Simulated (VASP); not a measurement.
# GaAs: relaxation of cell and atoms with PBE

The system is GaAs.

```
As Ga
1.0
     0.00000    2.82685    2.82685
     2.82685    0.00000    2.82685
     2.82685    2.82685    0.00000
As Ga
1 1
Direct
  0.75000 0.75000 0.75000
  0.00000 0.00000 0.00000
```

- Program: VASP 6.6.1
- Task: relaxation of cell and atoms
- Functional: PBE
- Potentials or basis: VASP PAW PBE potentials, release 64 (As, Ga)
- Cutoff: 580 eV
- k mesh: 8 × 8 × 8
- Occupations: fermi-dirac, width 0.05 eV
- Spin: no spin polarisation
- Further INCAR settings: ALGO = Normal; EDIFF = 1e-06; IBRION = 2; EDIFFG = -0.02; NSW = 40; ISIF = 3

```yaml
Relaxed_volume: 23.91 Å³/atom
Relaxed_cell: a = 4.074 Å, b = 4.074 Å, c = 4.074 Å, α = 60.00°, β = 60.00°, γ = 60.00°
Space_group_after_relaxing_to_0.05_Å: F-43m (No. 216)
Energy_gained_by_relaxing: 15.7 meV/atom
Ionic_steps: 3
Pressure_after_relaxing: 0.0 GPa
Band_gap_on_the_k_mesh: 0.15 eV, direct
```

Step by step:
| step | energy change (eV) | largest force (eV/Å) | pressure (GPa) | volume (Å³) |
| --- | --- | --- | --- | --- |
| 1 | 0.0000 | 0.0000 | 4.03 | 45.18 |
| 2 | -0.0262 | 0.0000 | -1.38 | 49.00 |
| 3 | -0.0314 | 0.0000 | 0.02 | 47.82 |

Final structure:
```xyz
2
Lattice="0.0000 2.8809 2.8809 2.8809 0.0000 2.8809 2.8809 2.8809 0.0000" Properties=species:S:1:pos:R:3 pbc="T T T"
As    4.3214    4.3214    4.3214
Ga    0.0000    0.0000    0.0000
```

Levels at points of the mesh, in eV from the valence-band top:
```
           k point  band 1  band 2  band 3  band 4  band 5  band 6  band 7  band 8
(0.00, 0.00, 0.00)  -12.31    0.00    0.00    0.00    0.15    3.75    3.75    3.75
(0.50, 0.00, 0.00)  -10.82   -6.31   -1.05   -1.05    0.88    4.64    4.64    7.70
(0.50, 0.50, 0.00)  -10.17   -6.53   -2.47   -2.47    1.58    1.70    9.76    9.76
```

Run time: 43 s on 1 thread of Intel(R) Xeon(R) Platinum 8488C (Sapphire Rapids), on a shared host, peak memory 0.19 GiB.

A hybrid or GW would open this gap; PBE tends to underestimate it. Zero-point motion and thermal expansion aren't in these numbers.
